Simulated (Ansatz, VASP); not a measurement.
GePt in VASP and in Ansatz

```xyz
2
Lattice="3.1906 0.0000 0.0000 0.0000 3.1906 0.0000 0.0000 0.0000 3.1906" Properties=species:S:1:pos:R:3 pbc="T T T"
Ge    1.5953    1.5953    1.5953
Pt    0.0000    0.0000    0.0000
```

Change from the starting cell: species swapped into the FePt type (P4/mmm, No. 123).

Alike in both runs: functional PBE; k mesh 18 × 18 × 18; occupations gaussian, width 0.1 eV; no spin polarisation.

Ansatz relaxed the structure, and its values are those at the end. VASP's run is a single point on that final structure, the one shown.

|  | VASP | Ansatz |
| --- | --- | --- |
| version | VASP 6.6.1 | Ansatz 0.2.0 |
| potentials or method | VASP PAW PBE potentials, release 64 (Ge_d, Pt) | scalar-relativistic, plane waves, PAW |
| plane-wave cutoff (eV) | 520 | 420 |
| valence electrons in the cell | 24 | 32 |

|  | VASP | Ansatz | Ansatz less VASP |
| --- | --- | --- | --- |
| gap on the k mesh at the Fermi level (eV) | none | none | - |
| pressure (GPa) | 0.0 | 0.0 | 0.00 |

A gap of «none» marks a metal or a gap that the smearing closes. The two sets of potentials don't hold the same shells in valence.

The runs have no spin-orbit coupling, so splittings on Pt are missing.
